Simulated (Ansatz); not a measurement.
Set up this calculation in Ansatz 0.2.0, as the native input.

- Task: relaxation of cell and atoms
- Functional: PBE
- Dispersion: D3(BJ)
- Potentials or basis: all-electron LAPW, scalar-relativistic
- Basis error allowed: 0.001 eV/atom
- k mesh: 7 × 7 × 7
- Occupations: fermi-dirac, width 0.05 eV
- Spin: no spin polarisation

Crystal: TePb.

```
Pb Te
1.0
     4.00229    0.00000    0.00000
     0.00000    4.00229    0.00000
     0.00000    0.00000    4.00229
Pb Te
1 1
Direct
  0.00000 0.00000 0.00000
  0.50000 0.50000 0.50000
```

Measurements of this composition are mostly on another form, of space group No. 225.

One way to write it, as run:

input.yaml

```yaml
crystal:
  lattice:
    - [4.002287, 0.0, 0.0]
    - [0.0, 4.002287, 0.0]
    - [0.0, 0.0, 4.002287]
  atoms:
    - { symbol: Pb, position: [0.0, 0.0, 0.0] }
    - { symbol: Te, position: [0.5, 0.5, 0.5] }
kpoints:
  mp_grid: { grid: [7, 7, 7] }
scf:
  occupations: { method: fermi_dirac, width: 0.05 }
hamiltonian:
  xc: pbe
  dispersion: d3bj
  pseudopotentials: { kind: all_electron, lapw: { basis_error: 0.001 } }
output:
  forces: true
  stress: true
relax:
  f_tol: 0.02
  max_steps: 60
  cell: {}
```

Potentials or basis: all-electron LAPW, scalar-relativistic.

Launch:

```bash
$ ansatz run input.yaml --threads 1 --pin off --max-ram 3072MiB --backend cpu --events-out ev --progress --plain --runs-dir out
```

It gave:

The relaxed volume is 30.44 Å³/atom, the relaxed cell is a = 3.934 Å, b = 3.934 Å, c = 3.934 Å, α = 90.00°, β = 90.00°, γ = 90.00° and the space group after relaxing (to 0.05 Å) is Pm-3m (No. 221). The energy gained by relaxing is 9.7 meV/atom, the ionic steps are 5 and the pressure after relaxing is 0.0 GPa.

It took 7.8 s on 1 thread of AMD EPYC 9R45 96-Core Processor (Zen 5) (shared host), peak memory 0.35 GiB.
